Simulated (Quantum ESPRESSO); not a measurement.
# SiC (Moissanite) under changes of volume

One of the cells (10.341 Å³/atom); the others are scaled copies at fixed shape and fractional positions:

```
Si C
1.0
     3.07600    0.00000    0.00000
    -1.53800    2.66389    0.00000
     0.00000    0.00000    5.04800
Si C
2 2
Direct
  0.66667 0.33333 0.50000
  0.33333 0.66667 0.00000
  0.66667 0.33333 0.88500
  0.33333 0.66667 0.38500
```

| Property | Result |
| --- | --- |
| Program | Quantum ESPRESSO 7.5 |
| Functional | r2SCAN |
| Potentials or basis | SG15 PBE 1.2 |
| Cutoff | 1197 eV |
| Density cutoff | 4789 eV |
| k mesh | 8 × 8 × 4 |
| Occupations | fermi-dirac, width 0.05 eV |
| Spin | no spin polarisation |

| volume (Å³/atom) | energy over the lowest point (meV/atom) | pressure (GPa) | gap on the mesh (eV) | largest force (eV/Å) |
| --- | --- | --- | --- | --- |
| 9.721 | 35.28 | 17.3 | 2.91 | 0.872 |
| 9.927 | 16.65 | 11.6 | 2.94 | 0.838 |
| 10.134 | ? | ? | ? | ? |
| 10.341 | 0.00 | 1.6 | 2.97 | 0.774 |
| 10.548 | 0.73 | -2.7 | 2.92 | 0.745 |
| 10.755 | 6.76 | -6.6 | 2.88 | 0.717 |
| 10.961 | 17.59 | -10.1 | 2.83 | 0.690 |

Question: What does the run at 10.134 Å³/atom give?

Answer: Energy over the lowest point 5.11 meV/atom; pressure 6.4 GPa; gap on the mesh 2.96 eV; largest force 0.805 eV/Å.

Worked out: A Birch-Murnaghan fit of order 3 (a polynomial in V^(-2/3)) to the other rows has its minimum at 10.42 Å³/atom with B0 = V·E''(V) = 220 GPa and B' = 4.0 at fixed shape and positions, which overstates the stiffness. It gives 5.09 meV/atom at 10.134 Å³/atom, against the run's 5.11, and -dE/dV = 6.4 GPa, against 6.4. A parabola through the other rows of the gap, of slope 0.221 eV per unit of ln V there, gives 2.96 eV, against the run's 2.96.

Energies are extrapolated to zero smearing.

Caveats: the potentials were made for another functional, which shifts forces and pressure.

A mesh can miss the band edges.
